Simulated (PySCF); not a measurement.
# Te2Pt (Moncheite) (P-3m1) in PySCF: density of states with PBEsol

Aim: the density of states of Te2Pt (Moncheite) with PBEsol.

Program: PySCF 2.14.0. These are calculated values, not measurements. Logs are shortened: lines on timing, memory, paths and dates and some standing lists are left out, and cuts for length are marked.

### 1 The crystal as given

It takes space group P-3m1 (No. 164, trigonal). Conventional cell: a = 4.010 Å, b = 4.010 Å, c = 5.201 Å, α = 90.00°, β = 90.00°, γ = 120.00°. Around Pt (site symmetry -3m) lie 6 Te at 2.66 Å. Around Te (site symmetry 3m) lie 3 Pt at 2.66 Å.

### 2 Density of states, PBEsol

File run.py:

```python
import json
import numpy as np
from pyscf.pbc import gto, scf, dft, df

cell = gto.Cell()
cell.basis = {'Pt': 'DZVP-MOLOPT-SR-GTH-q18', 'Te': 'DZVP-MOLOPT-SR-GTH-q6'}
cell.pseudo = {'Pt': 'GTH-PBE-q18', 'Te': 'GTH-PBE-q6'}
cell.fromfile('Te2Pt.cif')
cell.ke_cutoff = 108  # hartree
cell.exp_to_discard = 0.02
cell.precision = 1e-08
cell.space_group_symmetry = True
cell.symmorphic = False
cell.max_memory = 5880  # MB
cell.verbose = 4
cell.build()

res = {}
kpts = cell.make_kpts([8, 8, 5], space_group_symmetry=True, time_reversal_symmetry=True)
cell.space_group_symmetry = False  # the mesh holds the operations; no search on the supercells of the integral code
mf = dft.KRKS(cell, kpts, xc='pbesol')
mf = mf.multigrid_numint()
mf = mf.smearing(sigma=0.00183747, method='fermi')  # hartree
mf.conv_tol = 1e-07
mf.max_cycle = 60

mf.kernel()
res.update(converged=bool(mf.converged), e_tot=mf.e_tot, nelec=cell.nelectron, nao=cell.nao, mesh=list(map(int, cell.mesh)), a=cell.lattice_vectors().tolist(), coords=cell.atom_coords().tolist(),
           mo_energy=[np.real(x).tolist() for x in mf.mo_energy], mo_occ=[np.real(x).tolist() for x in mf.mo_occ])
res.update(e_free=mf.e_free, e_zero=mf.e_zero)
res.update(kpts=kpts.kpts_scaled_ibz.tolist(), weights=kpts.weights_ibz.tolist())
res['parts'] = {k: float(np.real(v)) for k, v in mf.scf_summary.items() if np.isscalar(v)}
json.dump(res, open('results.json', 'w'))
if not mf.converged:
    raise SystemExit('SCF not converged')

print('levels (eV)')
for i, kp in enumerate(res['kpts'][:40]):
    print('k %7.4f %7.4f %7.4f  ' % tuple(kp), ' '.join('%.3f' % (x * 27.211386) for x in res['mo_energy'][i][:20]))

mf = mf.to_khf()  # unfold to the whole mesh
kpts = mf.kpts
# Mulliken populations
dm, s = np.asarray(mf.make_rdm1()), np.asarray(mf.get_ovlp())
sites = cell.aoslice_by_atom()[:, 2:]
tot = np.einsum('kij,kji->i', dm, s).real / len(kpts)
res['mulliken'] = [cell.atom_charge(i) - tot[a0:a1].sum() for i, (a0, a1) in enumerate(sites)]
print('Mulliken charges', np.round(res['mulliken'], 5))

# density of states, Gaussians of 0.15 eV
e = np.asarray(mf.mo_energy).real.reshape(1, -1) * 27.211386
ef = mf.get_fermi()
ef = np.max(ef) * 27.211386
x = np.arange(-15, 10.01, 0.1) + round(ef, 1)
dos = np.exp(-((x[:, None, None] - e) / 0.15) ** 2 / 2).sum(-1).T / (0.15 * np.sqrt(2 * np.pi) * len(kpts)) * 2
res.update(dos_e=x.tolist(), dos=dos.tolist())
for a, b in zip(x[::5], dos.T[::5]):
    print('%8.2f' % a, ' '.join('%9.4f' % y for y in b))

# density on a uniform mesh
grids = dft.gen_grid.UniformGrids(cell)
grids.mesh = [23, 23, 29]
grids.build()
ni = dft.numint.KNumInt()
rho = [ni.get_rho(cell, x, grids, kpts) for x in [dm]]
np.save('rho.npy', np.reshape(rho, (-1, *grids.mesh)))
res['done'] = True
json.dump(res, open('results.json', 'w'))
```

File Te2Pt.cif:

```cif
data_Te2Pt
_cell_length_a 4.01000000
_cell_length_b 4.01000000
_cell_length_c 5.20100000
_cell_angle_alpha 90.00000000
_cell_angle_beta 90.00000000
_cell_angle_gamma 120.00000000
_space_group_name_H-M_alt 'P1'
_space_group_name_Hall 'P 1'
_space_group_IT_number 1
loop_
_space_group_symop_operation_xyz
'x,y,z'
loop_
_atom_site_label
_atom_site_type_symbol
_atom_site_symmetry_multiplicity
_atom_site_Wyckoff_symbol
_atom_site_fract_x
_atom_site_fract_y
_atom_site_fract_z
_atom_site_occupancy
Pt1 Pt 1 a 0.0000000000 0.0000000000 0.0000000000 1
Te1 Te 1 a 0.6666666667 0.3333333333 0.7500000000 1
Te2 Te 1 a 0.3333333333 0.6666666667 0.2500000000 1
```

Potentials or basis: DZVP-MOLOPT-SR/GTH-PBE (potentials made for PBE).

Started as:

```bash
OMP_NUM_THREADS=4 python -u run.py > log
```

The program printed:

```text
Discarded 0 diffused primitive functions, 0 contracted functions
time reversal: False
k-points in IBZ                         weights
  0:  0.000000,  0.000000,  0.000000    1/320
  1:  0.000000,  0.000000,  0.600000    2/320
  2:  0.000000,  0.000000,  0.800000    2/320
  3:  0.500000,  0.500000, -0.000000    3/320
  4:  0.500000,  0.500000,  0.600000    6/320
  5:  0.500000,  0.500000,  0.800000    6/320
[... 32 lines left out ...]
 38:  0.875000,  0.875000,  0.600000    12/320
 39:  0.875000,  0.875000,  0.800000    12/320

******** <class 'pyscf.pbc.scf.smearing.SmearingKsymAdaptedKRKS'> ********
method = SmearingKsymAdaptedKRKS
initial guess = minao
damping factor = 0
level_shift factor = 0
DIIS = <class 'pyscf.scf.diis.CDIIS'>
diis_start_cycle = 1
diis_space = 8
diis_damp = 0
SCF conv_tol = 1e-07
SCF conv_tol_grad = None
SCF max_cycles = 60
direct_scf = True
direct_scf_tol = 1e-13

******** PBC SCF flags ********
N kpts (BZ) = 320
N kpts (IBZ) = 40
Exchange divergence treatment (exxdiv) = ewald
    madelung (= occupied orbital energy shift) = 0.052774404976834235
    Total energy shift due to Ewald probe charge = -1/2 * Nelec*madelung = -0.791616074653
DF object = <pyscf.pbc.df.fft.FFTDF object>
XC functionals = pbesol
small_rho_cutoff = 0
Uniform grid, mesh = [37 37 47]
Set gradient conv threshold to 0.000316228
nelec by numeric integration = 30.000000000009383
init E= -133.870744501215
    sigma = 0.00183747  Optimized mu = 0.425758518791  entropy = 0.318411655106
nelec by numeric integration = 30.00000000003599
    Total E(T) = -136.222870828497  Free energy = -136.223455900361  E0 = -136.223163364429
cycle= 1 E= -136.222870828497  delta_E= -2.35  |g|= 4.05  |ddm|= 32.2
    sigma = 0.00183747  Optimized mu = 0.526884504791  entropy = 0.00824938248773
nelec by numeric integration = 29.999999999865054
    Total E(T) = -133.741789897229  Free energy = -133.741805055221  E0 = -133.741797476225
cycle= 2 E= -133.741789897229  delta_E= 2.48  |g|= 16.3  |ddm|=   28
    sigma = 0.00183747  Optimized mu = 0.429773951415  entropy = 0.231218200834
nelec by numeric integration = 29.999999999977113
    Total E(T) = -136.379705400307  Free energy = -136.380130256814  E0 = -136.37991782856
cycle= 3 E= -136.379705400307  delta_E= -2.64  |g|= 1.23  |ddm|= 24.7
    sigma = 0.00183747  Optimized mu = 0.434144655241  entropy = 0.2497078235
nelec by numeric integration = 29.999999999976076
    Total E(T) = -136.384332548332  Free energy = -136.384791378966  E0 = -136.384561963649
cycle= 4 E= -136.384332548332  delta_E= -0.00463  |g|= 1.03  |ddm|= 5.67
    sigma = 0.00183747  Optimized mu = 0.433135446405  entropy = 0.275833971244
nelec by numeric integration = 29.99999999997907
    Total E(T) = -136.395364324904  Free energy = -136.395871161551  E0 = -136.395617743227
cycle= 5 E= -136.395364324904  delta_E= -0.011  |g|= 0.0947  |ddm|= 2.97
    sigma = 0.00183747  Optimized mu = 0.432744412931  entropy = 0.273213395965
nelec by numeric integration = 29.999999999979426
    Total E(T) = -136.395469263079  Free energy = -136.395971284498  E0 = -136.395720273788
cycle= 6 E= -136.395469263079  delta_E= -0.000105  |g|= 0.00476  |ddm|= 0.237
    sigma = 0.00183747  Optimized mu = 0.432710561472  entropy = 0.273358879116
nelec by numeric integration = 29.999999999979416
    Total E(T) = -136.395469377625  Free energy = -136.395971666365  E0 = -136.395720521995
cycle= 7 E= -136.395469377625  delta_E= -1.15e-07  |g|= 0.000859  |ddm|= 0.0217
    sigma = 0.00183747  Optimized mu = 0.432714584524  entropy = 0.273318530022
nelec by numeric integration = 29.999999999979416
    Total E(T) = -136.39546945999  Free energy = -136.39597167459  E0 = -136.39572056729
cycle= 8 E= -136.39546945999  delta_E= -8.24e-08  |g|= 0.000106  |ddm|= 0.00305
    sigma = 0.00183747  Optimized mu = 0.432712133044  entropy = 0.273306999123
nelec by numeric integration = 29.999999999979423
    Total E(T) = -136.395469479526  Free energy = -136.395971672937  E0 = -136.395720576231
Extra cycle  E= -136.395469479526  delta_E= -1.95e-08  |g|= 0.000427  |ddm|= 0.00113
converged SCF energy = -136.395469479526
levels (eV)
k  0.0000  0.0000  0.0000   -87.222 -42.201 -42.201 -42.042 -2.695 0.926 4.682 5.512 5.512 7.672 7.672 8.993 11.053 11.053 12.861 12.861 13.137 15.214 16.299 18.063
k  0.0000  0.0000  0.6000   -87.222 -42.201 -42.201 -42.042 -2.117 -0.549 5.573 5.573 6.643 7.634 7.634 9.209 10.547 10.547 10.670 13.899 13.899 16.074 16.904 16.904
k  0.0000  0.0000  0.8000   -87.222 -42.201 -42.201 -42.042 -2.528 0.345 5.430 5.535 5.535 7.657 7.657 9.037 10.833 10.833 12.166 13.241 13.241 15.460 16.889 17.615
k  0.5000  0.5000 -0.0000   -87.223 -42.207 -42.203 -42.041 -0.635 -0.335 4.621 6.258 6.600 7.674 7.971 8.026 8.033 8.130 8.772 11.916 14.354 15.477 17.648 17.746
k  0.5000  0.5000  0.6000   -87.223 -42.207 -42.203 -42.041 -0.565 -0.181 4.126 5.778 6.035 6.997 7.949 8.071 8.326 8.795 10.631 12.484 13.214 15.562 17.297 19.194
k  0.5000  0.5000  0.8000   -87.223 -42.207 -42.203 -42.041 -0.609 -0.278 4.430 6.162 6.229 7.316 7.950 8.057 8.187 8.321 9.543 12.711 13.509 15.145 16.791 19.011
[... 32 lines left out ...]
k  0.8750  0.8750  0.6000   -87.222 -42.203 -42.202 -42.042 -1.614 -0.420 5.140 5.784 6.639 7.182 7.371 8.410 9.947 10.643 10.770 11.857 13.291 15.997 17.180 19.033
k  0.8750  0.8750  0.8000   -87.222 -42.203 -42.202 -42.042 -2.014 0.264 5.120 5.790 6.362 7.048 7.390 8.331 9.701 9.915 11.100 12.764 13.547 15.871 17.431 18.852
Mulliken charges [-0.94122  0.47061  0.47061]
   -3.20    0.0001
   -2.70    0.0954
   -2.20    0.4580
   -1.70    0.6225
   -1.20    0.7852
   -0.70    1.6647
[... 43 lines left out ...]
   21.30    1.7231
   21.80    1.5839
```

It took 14 min on 4 threads of Intel Xeon at 2.50GHz (Skylake/Cascade Lake), shared host; peak memory 5 GiB.

What came out:

| Quantity | Value |
| --- | --- |
| Free energy | -3711.5235 eV |
| Band gap on the k mesh | none (metal or under the smearing width) |
| Mulliken charges | Pt -0.94; Te +0.47 e |

States per cell in windows of 1 eV (zero at the Fermi level; states under -8 eV left out):
```tsv
from (eV)	total
-8.0	0.60
-7.0	2.55
-6.0	3.08
-5.0	3.66
-4.0	3.20
-3.0	2.42
-2.0	1.74
-1.0	0.77
0.0	1.58
1.0	1.84
2.0	0.61
3.0	0.96
4.0	0.92
5.0	1.28
6.0	1.62
7.0	1.93
```

Caveat: Mulliken charges move with the basis; the basis of atomic orbitals isn't converged, which shifts pressures, moduli and gaps. The run has no spin-orbit coupling, so splittings on Pt, Te are missing.
